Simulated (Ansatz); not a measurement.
# Tantalum, simple cubic under RPBE: structure, energy and stiffness, part 2 of 2

Aim: take tantalum in the simple cubic structure, relax it, solve it on a dense k-mesh, then scale the cell to 7 volumes from 88 to 112 % of the relaxed one and try a fit of the equation of state. Spin polarisation is left out. The k-meshes are 12×12×12 for the relaxation; 19×19×19 for the dense run; 13×13×13 for the volumes.

Ansatz 0.2.0; DFT, RPBE, plane waves (420 eV) with PAW, scalar-relativistic. The steps go on from the part before.

### Step 6. At 96 % of the relaxed volume

This is Ta in the simple cubic structure; at room conditions it is bcc.

input.yaml

```yaml
crystal:
  lattice:
    - [2.722876796, 0.0, 0.0]
    - [0.0, 2.722876796, 0.0]
    - [0.0, 0.0, 2.722876796]
  atoms:
    - { symbol: Ta, position: [0.0, 0.0, 0.0] }
hamiltonian:
  xc: rpbe
  pseudopotentials:
    kind: paw
    azcp:
      Ta: "pseudopotentials/Ta.paw.azcp"
basis:
  ecutwfc: 420
  fft_grid_basis: typed
kpoints:
  mp_grid: { grid: [13, 13, 13], shift: [0, 0, 0] }
magnetization:
  spin_polarized: false
scf:
  occupations: { method: fermi_dirac, width: 0.1 }
  lower_state_search: "off"
output:
  stress: true
  write_density: true
  write_potential: true
  elf: true
  volumetric_format: npy
```

Log, shortened:

```text
Warning: RAYON_NUM_THREADS=2 ignored (pool sized by the plan → 2); use --threads N
[...]
Pseudopotentials: kind: paw
Pseudopotential: Ta, paw, valence charge 13, recommended cutoff 420 eV (normal), <dir>
Functional definition: RPBE
[...]
Crystal: 1 atoms, lattice volume = 20.188 Å³
Basis set: ecut = 420 eV, 389 PW (Γ)
Bands: 11, of which v1, the nominal top of the filled ones, is band 7 counted from 1 (6 counted from 0)
Symmetry: 48 space group operations
Space group: Pm-3m (ITA 221), of the structure as read, at distance tolerance 2.7e-5 Å
k-points: 84 of 2197
[...]
SCF iter   1: F=—  HF=-9943.691386 eV  |F-HF|=—  |Δ(HF+E_count)|=         —  Δρ=3.03e-3  dr2=9.65e-4  ethr=1.77e-3  ⟨swp⟩=5.0  Hψ=5245  notcnv=0
[...]
SCF iter   6: F=-9943.691366 eV  HF=-9943.691366 eV  |F-HF|=4.18e-11  |Δ(HF+E_count)|=  5.86e-10  Δρ=9.40e-7  dr2=9.31e-11  ethr=2.67e-11  ⟨swp⟩=4.9  Hψ=4393  notcnv=0
[...]
SCF converged after 6 iterations
Free energy (F): -9943.691366 eV
[...]
E sigma→0 (E₀):  -9943.676211 eV
Entropy (-TS):   -0.030309 eV (-30.309 meV/atom)
Fermi energy:    16.470243 eV
[...]
--- Stress (GPa, compression-positive) ---
        6.015208      -0.000000       0.000000
        0.000000       6.015208       0.000000
        0.000000       0.000000       6.015208
  P = ⅓ Tr σ = 6.0152 GPa (60.152 kbar)
--- Band table (eV; the first three rows and the last of 84) ---
  k-point 0: bands = ["-50.9420", "-16.8839", "-16.8839", "-16.8839", "9.1364", "13.7868", "13.7868", "22.7613", "22.7613", "22.7613", "30.9684"]
[...]
```

Wall time 0.78 s (2 threads of Intel Xeon 6975P-C (Granite Rapids), shared host); peak memory 0.31 GiB.

### Step 7. At 100 % of the relaxed volume

Edit input.yaml of step 6 so:

```diff
@@ -2,5 +2,5 @@
   lattice:
-    - [2.722876796, 0.0, 0.0]
-    - [0.0, 2.722876796, 0.0]
-    - [0.0, 0.0, 2.722876796]
+    - [2.7601811137, 0.0, 0.0]
+    - [0.0, 2.7601811137, 0.0]
+    - [0.0, 0.0, 2.7601811137]
   atoms:
```

Log, shortened:

```text
Warning: RAYON_NUM_THREADS=2 ignored (pool sized by the plan → 2); use --threads N
[...]
Pseudopotentials: kind: paw
Pseudopotential: Ta, paw, valence charge 13, recommended cutoff 420 eV (normal), <dir>
Functional definition: RPBE
[...]
Crystal: 1 atoms, lattice volume = 21.029 Å³
Basis set: ecut = 420 eV, 437 PW (Γ)
Bands: 11, of which v1, the nominal top of the filled ones, is band 7 counted from 1 (6 counted from 0)
Symmetry: 48 space group operations
Space group: Pm-3m (ITA 221), of the structure as read, at distance tolerance 2.8e-5 Å
k-points: 84 of 2197
[...]
SCF iter   1: F=—  HF=-9943.706614 eV  |F-HF|=—  |Δ(HF+E_count)|=         —  Δρ=2.28e-3  dr2=4.66e-4  ethr=1.77e-3  ⟨swp⟩=5.0  Hψ=5240  notcnv=0
[...]
SCF iter   6: F=-9943.706672 eV  HF=-9943.706672 eV  |F-HF|=2.35e-10  |Δ(HF+E_count)|=   1.41e-9  Δρ=1.28e-6  dr2=2.84e-10  ethr=2.95e-11  ⟨swp⟩=4.9  Hψ=4548  notcnv=0
[...]
SCF converged after 6 iterations
Free energy (F): -9943.706672 eV
[...]
E sigma→0 (E₀):  -9943.690462 eV
Entropy (-TS):   -0.032419 eV (-32.419 meV/atom)
Fermi energy:    15.701727 eV
[...]
--- Stress (GPa, compression-positive) ---
        0.013026      -0.000000       0.000000
       -0.000000       0.013026       0.000000
        0.000000       0.000000       0.013026
  P = ⅓ Tr σ = 0.0130 GPa (0.130 kbar)
--- Band table (eV; the first three rows and the last of 84) ---
  k-point 0: bands = ["-51.7924", "-17.7847", "-17.7847", "-17.7847", "8.5147", "13.1610", "13.1610", "21.6919", "21.6919", "21.6919", "29.8146"]
[...]
```

Run time: 0.93 s. Hardware: 2 threads of Intel Xeon 6975P-C (Granite Rapids), shared host; peak memory 0.31 GiB.

### Step 8. At 104 % of the relaxed volume

Edit input.yaml of step 7 so:

```diff
@@ -2,5 +2,5 @@
   lattice:
-    - [2.7601811137, 0.0, 0.0]
-    - [0.0, 2.7601811137, 0.0]
-    - [0.0, 0.0, 2.7601811137]
+    - [2.7965034516, 0.0, 0.0]
+    - [0.0, 2.7965034516, 0.0]
+    - [0.0, 0.0, 2.7965034516]
   atoms:
@@ -25,5 +25 @@
   stress: true
-  write_density: true
-  write_potential: true
-  elf: true
-  volumetric_format: npy
```

Log, shortened:

```text
Warning: RAYON_NUM_THREADS=2 ignored (pool sized by the plan → 2); use --threads N
[...]
Pseudopotentials: kind: paw
Pseudopotential: Ta, paw, valence charge 13, recommended cutoff 420 eV (normal), <dir>
Functional definition: RPBE
[...]
Crystal: 1 atoms, lattice volume = 21.870 Å³
Basis set: ecut = 420 eV, 437 PW (Γ)
Bands: 11, of which v1, the nominal top of the filled ones, is band 7 counted from 1 (6 counted from 0)
Symmetry: 48 space group operations
Space group: Pm-3m (ITA 221), of the structure as read, at distance tolerance 2.8e-5 Å
k-points: 84 of 2197
[...]
SCF iter   1: F=—  HF=-9943.693199 eV  |F-HF|=—  |Δ(HF+E_count)|=         —  Δρ=2.06e-3  dr2=3.81e-4  ethr=1.77e-3  ⟨swp⟩=5.0  Hψ=5263  notcnv=0
[...]
SCF iter   6: F=-9943.693377 eV  HF=-9943.693377 eV  |F-HF|=3.91e-10  |Δ(HF+E_count)|=   3.68e-8  Δρ=4.31e-6  dr2=1.53e-9  ethr=5.57e-10  ⟨swp⟩=2.2  Hψ=3335  notcnv=0
[...]
SCF converged after 6 iterations
Free energy (F): -9943.693377 eV
[...]
E sigma→0 (E₀):  -9943.676014 eV
Entropy (-TS):   -0.034727 eV (-34.727 meV/atom)
Fermi energy:    14.991626 eV
[...]
--- Stress (GPa, compression-positive) ---
       -4.918358       0.000000       0.000000
        0.000000      -4.918358       0.000000
        0.000000       0.000000      -4.918358
  P = ⅓ Tr σ = -4.9184 GPa (-49.184 kbar)
```

Wall time 0.62 s (2 threads of Intel Xeon 6975P-C (Granite Rapids), shared host); peak memory 0.31 GiB.

### Step 9. At 108 % of the relaxed volume

Edit input.yaml of step 8 so:

```diff
@@ -2,5 +2,5 @@
   lattice:
-    - [2.7965034516, 0.0, 0.0]
-    - [0.0, 2.7965034516, 0.0]
-    - [0.0, 0.0, 2.7965034516]
+    - [2.8319059878, 0.0, 0.0]
+    - [0.0, 2.8319059878, 0.0]
+    - [0.0, 0.0, 2.8319059878]
   atoms:
@@ -25 +25,5 @@
   stress: true
+  write_density: true
+  write_potential: true
+  elf: true
+  volumetric_format: npy
```

Log, shortened:

```text
Warning: RAYON_NUM_THREADS=2 ignored (pool sized by the plan → 2); use --threads N
[...]
Pseudopotentials: kind: paw
Pseudopotential: Ta, paw, valence charge 13, recommended cutoff 420 eV (normal), <dir>
Functional definition: RPBE
[...]
Crystal: 1 atoms, lattice volume = 22.711 Å³
Basis set: ecut = 420 eV, 461 PW (Γ)
Bands: 11, of which v1, the nominal top of the filled ones, is band 7 counted from 1 (6 counted from 0)
Symmetry: 48 space group operations
Space group: Pm-3m (ITA 221), of the structure as read, at distance tolerance 2.8e-5 Å
k-points: 84 of 2197
[...]
SCF iter   1: F=—  HF=-9943.656292 eV  |F-HF|=—  |Δ(HF+E_count)|=         —  Δρ=2.25e-3  dr2=5.39e-4  ethr=1.77e-3  ⟨swp⟩=5.0  Hψ=5273  notcnv=0
[...]
SCF iter   6: F=-9943.656559 eV  HF=-9943.656559 eV  |F-HF|=6.68e-9  |Δ(HF+E_count)|=   1.13e-7  Δρ=1.22e-5  dr2=1.34e-8  ethr=7.69e-10  ⟨swp⟩=8.1  Hψ=4789  notcnv=0
[...]
SCF converged after 6 iterations
Free energy (F): -9943.656559 eV
[...]
E sigma→0 (E₀):  -9943.637974 eV
Entropy (-TS):   -0.037169 eV (-37.169 meV/atom)
Fermi energy:    14.332550 eV
[...]
--- Stress (GPa, compression-positive) ---
       -8.974626       0.000000       0.000000
        0.000000      -8.974626       0.000000
        0.000000       0.000000      -8.974626
  P = ⅓ Tr σ = -8.9746 GPa (-89.746 kbar)
--- Band table (eV; the first three rows and the last of 84) ---
  k-point 0: bands = ["-53.3352", "-19.4042", "-19.4042", "-19.4042", "7.4207", "12.0342", "12.0342", "19.7786", "19.7786", "19.7786", "27.7431"]
[...]
```

Run time: 0.82 s. Hardware: 2 threads of Intel Xeon 6975P-C (Granite Rapids), shared host; peak memory 0.31 GiB.

### Step 10. At 112 % of the relaxed volume

Edit input.yaml of step 9 so:

```diff
@@ -2,5 +2,5 @@
   lattice:
-    - [2.8319059878, 0.0, 0.0]
-    - [0.0, 2.8319059878, 0.0]
-    - [0.0, 0.0, 2.8319059878]
+    - [2.8664448306, 0.0, 0.0]
+    - [0.0, 2.8664448306, 0.0]
+    - [0.0, 0.0, 2.8664448306]
   atoms:
@@ -25,5 +25 @@
   stress: true
-  write_density: true
-  write_potential: true
-  elf: true
-  volumetric_format: npy
```

Log, shortened:

```text
Warning: RAYON_NUM_THREADS=2 ignored (pool sized by the plan → 2); use --threads N
[...]
Pseudopotentials: kind: paw
Pseudopotential: Ta, paw, valence charge 13, recommended cutoff 420 eV (normal), <dir>
Functional definition: RPBE
[...]
Crystal: 1 atoms, lattice volume = 23.552 Å³
Basis set: ecut = 420 eV, 461 PW (Γ)
Bands: 11, of which v1, the nominal top of the filled ones, is band 7 counted from 1 (6 counted from 0)
Symmetry: 48 space group operations
Space group: Pm-3m (ITA 221), of the structure as read, at distance tolerance 2.9e-5 Å
k-points: 84 of 2197
[...]
SCF iter   1: F=—  HF=-9943.600071 eV  |F-HF|=—  |Δ(HF+E_count)|=         —  Δρ=2.59e-3  dr2=8.23e-4  ethr=1.77e-3  ⟨swp⟩=5.0  Hψ=5241  notcnv=0
[...]
SCF iter   6: F=-9943.600402 eV  HF=-9943.600402 eV  |F-HF|=7.77e-9  |Δ(HF+E_count)|=   1.19e-7  Δρ=1.28e-5  dr2=1.44e-8  ethr=7.69e-10  ⟨swp⟩=4.1  Hψ=2882  notcnv=0
[...]
SCF converged after 6 iterations
Free energy (F): -9943.600402 eV
[...]
E sigma→0 (E₀):  -9943.580583 eV
Entropy (-TS):   -0.039638 eV (-39.638 meV/atom)
Fermi energy:    13.718380 eV
[...]
--- Stress (GPa, compression-positive) ---
      -12.310796       0.000000      -0.000000
        0.000000     -12.310796       0.000000
        0.000000       0.000000     -12.310796
  P = ⅓ Tr σ = -12.3108 GPa (-123.108 kbar)
```

Wall time 0.72 s (2 threads of Intel Xeon 6975P-C (Granite Rapids), shared host); peak memory 0.3 GiB.

### Step 11. Energy and pressure against volume

All volumes keep the relaxed shape and fractional coordinates.

| V (Å³/atom) | E − E₀ (meV/atom) | P from the stress (GPa) | P from the fit (GPa) |
| --- | --- | --- | --- |
| 18.505 | 155.4 | 22.31 | 22.15 |
| 19.346 | 63.5 | 13.34 | 13.16 |
| 20.188 | 14.3 | 6.02 | 5.82 |
| 21.029 | 0.0 | 0.01 | -0.20 |
| 21.870 | 14.5 | -4.92 | -5.14 |
| 22.711 | 52.5 | -8.97 | -9.21 |
| 23.552 | 109.9 | -12.31 | -12.56 |

Fit (Birch-Murnaghan, third order): V₀ = 20.998 Å³/atom, B₀ = 137 GPa, B₀′ = 3.9, largest residual 0.02 meV/atom.

Fit and stress differ a little: one follows E(σ → 0), the other the smeared free energy.

### Step 12. Outcome

What follows sums up all 2 parts.

| quantity | value |
| --- | --- |
| space group (spins left aside) | Pm-3m (No. 221) |
| conventional cell | a = 2.760 Å |
| volume | 21.029 Å³/atom |
| shortest distance | 2.760 Å |
| gap on the mesh | none (levels filled in part) |
| relative to bcc | +1121 meV/atom |
| V₀, B₀, B₀′ | 20.998 Å³/atom, 137 GPa, 3.9 |

What this shows: The relaxation enlarged the cell by 7.8 % in volume. It lies 1121 meV/atom above the element's reference form at the same level (bcc, from a run of its own). Levels at the Fermi energy are filled in part, as in a metal. B₀ comes out at 137 GPa. The symmetry was held, so the structure may be unstable against distortions that break it.
